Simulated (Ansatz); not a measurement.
**TaN under changes of volume**

One of the cells (15.460 Å³/atom); the others are scaled copies at fixed shape and fractional positions:

```xyz
2
Lattice="0.0000 2.4911 2.4911 2.4911 0.0000 2.4911 2.4911 2.4911 0.0000" Properties=species:S:1:pos:R:3 pbc="T T T"
Ta    0.0000    0.0000    0.0000
N     1.2456    1.2456    1.2456
```

The cell comes from a database or a generator and needn't be the stable form of this composition.

* Program: Ansatz 0.2.0
* Functional: PBE
* Potentials or basis: Ansatz PAW
* Cutoff: 420 eV (not typed: the program's choice for these potentials)
* k mesh: 9 × 9 × 9
* Occupations: fermi-dirac, width 0.05 eV
* Spin: no spin polarisation

```tsv
volume (Å³/atom)	energy over the lowest point (meV/atom)	pressure (GPa)
14.532	0.00	-16.2
14.841	34.78	-19.7
15.150	75.99	-22.8
15.460	122.83	-25.5
15.769	174.58	-27.9
16.078	230.74	-30.0
16.387	?	?
```

Question: What does the run at 16.387 Å³/atom give?

Answer: Energy over the lowest point 290.64 meV/atom; pressure -31.9 GPa.

Worked out: A Birch-Murnaghan fit of order 3 (a polynomial in V^(-2/3)) to the other rows has no minimum within the range. It gives 290.80 meV/atom at 16.387 Å³/atom, against the run's 290.64, and -dE/dV = -32.1 GPa, against -31.9.

Energies are extrapolated to zero smearing.
